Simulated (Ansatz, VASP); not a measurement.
One calculation of GePt, two programs

Contents of INCAR:

```
SYSTEM = GePt
PREC = Accurate
ENCUT = 520
EDIFF = 1E-6
ISMEAR = 0
SIGMA = 0.1
LREAL = .FALSE.
LASPH = .TRUE.
NELM = 60
ALGO = Normal
ISIF = 2
LWAVE = .FALSE.
LCHARG = .FALSE.
GGA = PE
NBANDS = 19
```

The input KPOINTS:

```
regular mesh
0
G
  6 6 6
  0 0 0
```

The input POSCAR:

```
GePt
1.0
    3.2890073200      0.0000000000      0.0000000000
    0.0000000000      3.2890073200      0.0000000000
    0.0000000000      0.0000000000      3.2890073200
Ge Pt
1 1
Direct
    0.5000000000      0.5000000000      0.5000000000
    0.0000000000      0.0000000000      0.0000000000
```

Input for Ansatz:

```yaml
crystal:
  lattice:
    - [3.28900732, 0.0, 0.0]
    - [0.0, 3.28900732, 0.0]
    - [0.0, 0.0, 3.28900732]
  atoms:
    - { symbol: Ge, position: [0.5, 0.5, 0.5] }
    - { symbol: Pt, position: [0.0, 0.0, 0.0] }
basis:
  ecutwfc: 420
kpoints:
  mp_grid: { grid: [6, 6, 6] }
hamiltonian:
  xc: pbe
scf:
  occupations: { method: gaussian, width: 0.1 }
  lower_state_search: "off"
output:
  forces: true
  stress: true
  eigenvalues: true
```

Change from the starting cell: species swapped into the TbRh type (Pm-3m, No. 221).

Alike in both runs: task single point; functional PBE; k mesh 6 × 6 × 6; occupations gaussian, width 0.1 eV; no spin polarisation.

|  | VASP | Ansatz |
| --- | --- | --- |
| version | VASP 6.6.1 | Ansatz 0.2.0 |
| potentials or method | VASP PAW PBE potentials, release 64 (Ge_d, Pt) | scalar-relativistic, plane waves, PAW |
| plane-wave cutoff (eV) | 520 | 420 |
| valence electrons in the cell | 24 | 32 |

```csv
,VASP,Ansatz,Ansatz less VASP
gap on the k mesh at the Fermi level (eV),none,none,-
pressure (GPa),-9.5,-9.5,-0.01
```

A gap of «none» marks a metal or a gap that the smearing closes. With one functional, cell and mesh, what is left measures potentials, basis and numerics. The two sets of potentials don't hold the same shells in valence.

The runs have no spin-orbit coupling, so splittings on Pt are missing.
